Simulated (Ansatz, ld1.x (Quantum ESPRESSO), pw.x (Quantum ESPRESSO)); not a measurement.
**pw.x on diamond W: one setting changed**

Potential: norm-conserving RRKJ (Kleinman–Bylander form), ld1.x (Quantum ESPRESSO) 7.5, PBE; core [Xe] 4f14, reference 5d4 6s2 6p0; waves: 6p (bound, empty): rc 2.85 bohr; 5d (bound): rc 2.70 bohr; 5f channel at 0.28 Ry: rc 2.85 bohr; 6s (bound): rc 2.75 bohr; local part: the s channel; core correction: none.

The reference run (k-mesh 8³, cutoffs 35/140 Ry, Fermi–Dirac 0.01 Ry, mixing_beta 0.4, conv_thr 1e-9, no spin) gives -0.71 GPa at 24.840 Å³/atom, where all-electron LAPW gives -0.08 GPa. This run, with its own iteration cap, changes degauss to 0.005.

```
&control
  calculation='scf', prefix='x', pseudo_dir='./', outdir='./tmp', tstress=.true., disk_io='none'
/
&system
  ibrav=0, nat=2, ntyp=1, ecutwfc=35, ecutrho=140, nbnd=14,
  occupations='smearing', smearing='fd', degauss=0.005
/
&electrons
  conv_thr=1e-09, mixing_beta=0.4, electron_maxstep=50
/
ATOMIC_SPECIES
W 1.0 W.UPF
CELL_PARAMETERS angstrom
  0.00000000 2.91776648 2.91776648
  2.91776648 0.00000000 2.91776648
  2.91776648 2.91776648 0.00000000
ATOMIC_POSITIONS crystal
W 0.0000 0.0000 0.0000
W 0.2500 0.2500 0.2500
K_POINTS automatic
8 8 8 0 0 0
```

```bash
pw.x < W.scf.in > W.scf.out
```

Problem. How does the run end?

Solution. It converges in 9 iterations; the free energy moves by +35.7 meV/atom and the pressure by -0.14 GPa. In a metal, with Fermi–Dirac smearing, F lies below its zero-width value by a term in the square of the width.

```
Message from routine setup:
     using ibrav=0 with symmetry is DISCOURAGED, use correct ibrav instead
     lattice parameter (alat)  =       7.7977  a.u.
     unit-cell volume          =     335.2573 (a.u.)^3
     number of electrons       =        12.00
     number of Kohn-Sham states=           14
     kinetic-energy cutoff     =      35.0000  Ry
     charge density cutoff     =     140.0000  Ry
     scf convergence threshold =      1.0E-09
     Exchange-correlation= PBE
     number of k points=    29  Fermi-Dirac smearing, width (Ry)=  0.0050
     iteration #  1     ecut=    35.00 Ry     beta= 0.40
     total energy              =     -30.28336152 Ry
     estimated scf accuracy    <       0.08225615 Ry
     iteration #  2     ecut=    35.00 Ry     beta= 0.40
     total energy              =     -30.28398512 Ry
     estimated scf accuracy    <       0.01640367 Ry
     iteration #  3     ecut=    35.00 Ry     beta= 0.40
     total energy              =     -30.28507475 Ry
     estimated scf accuracy    <       0.00152235 Ry
     [... 3 iterations left out ...]
     iteration #  7     ecut=    35.00 Ry     beta= 0.40
     total energy              =     -30.28527428 Ry
     estimated scf accuracy    <       0.00000007 Ry
     iteration #  8     ecut=    35.00 Ry     beta= 0.40
     total energy              =     -30.28527429 Ry
     estimated scf accuracy    <          1.7E-09 Ry
     iteration #  9     ecut=    35.00 Ry     beta= 0.40
     the Fermi energy is     7.9888 ev
!    total energy              =     -30.28527429 Ry
     estimated scf accuracy    <          1.4E-10 Ry
     smearing contrib. (-TS)   =      -0.00392066 Ry
     The total energy is F=E-TS. E is the sum of the following terms:
     one-electron contribution =       9.75890942 Ry
     hartree contribution      =       2.94649117 Ry
     xc contribution           =      -7.81582866 Ry
     ewald contribution        =     -35.17092556 Ry
     convergence has been achieved in   9 iterations
          total   stress  (Ry/bohr**3)                   (kbar)     P=       -8.49
     Message from routine punch:
     Nothing written, as per user request (disk_io='none')
```

The run took about 5.8 s on one core of a shared host (Neoverse-V1, 64 threads, 495 GiB, load 16).
